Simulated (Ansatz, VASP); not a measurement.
# LiCl: VASP beside Ansatz

```
CELL_PARAMETERS angstrom
0.00666 0.00595 3.61190
6.82946 -0.00745 0.01290
-0.00736 6.75891 0.01103
ATOMIC_POSITIONS crystal
Li 0.49195 0.65763 0.66631
Li 0.26524 0.15767 0.83323
Li 0.97615 0.34452 0.33145
Li 0.76701 0.84254 0.16625
Cl 0.98935 0.83132 0.82833
Cl 0.76463 0.33132 0.67281
Cl 0.47922 0.16724 0.17346
Cl 0.26645 0.66775 0.32817
```

Change from the starting cell: cell x1, atoms moved at random (sigma 0.15 Å) and cell strained at random (1.5 %), then relaxed without symmetry.

Alike in both runs: functional PBE; k mesh 4 × 2 × 2; occupations gaussian, width 0.1 eV; no spin polarisation.

Ansatz relaxed the structure, and its values are those at the end. VASP's run is a single point on that final structure, the one shown.

|  | VASP | Ansatz |
| --- | --- | --- |
| version | VASP 6.6.1 | Ansatz 0.2.0 |
| potentials or method | VASP PAW PBE potentials, release 64 (Li_sv, Cl) | scalar-relativistic, plane waves, PAW |
| plane-wave cutoff (eV) | 520 | 420 |
| valence electrons in the cell | 40 | 40 |

|  | VASP | Ansatz | Ansatz less VASP |
| --- | --- | --- | --- |
| gap on the k mesh at the Fermi level (eV) | 5.70 | 5.69 | -0.008 |
| least direct gap on the mesh (eV) | 5.70 | 5.69 | -0.008 |
| rms of the force components (eV/Å) | 0.008 | 0.008 | -0.0001 |

With one functional, cell and mesh, what is left measures potentials, basis and numerics.

Caveats: the k mesh is coarse (spacing up to 0.46 Å⁻¹), so the values aren't converged.
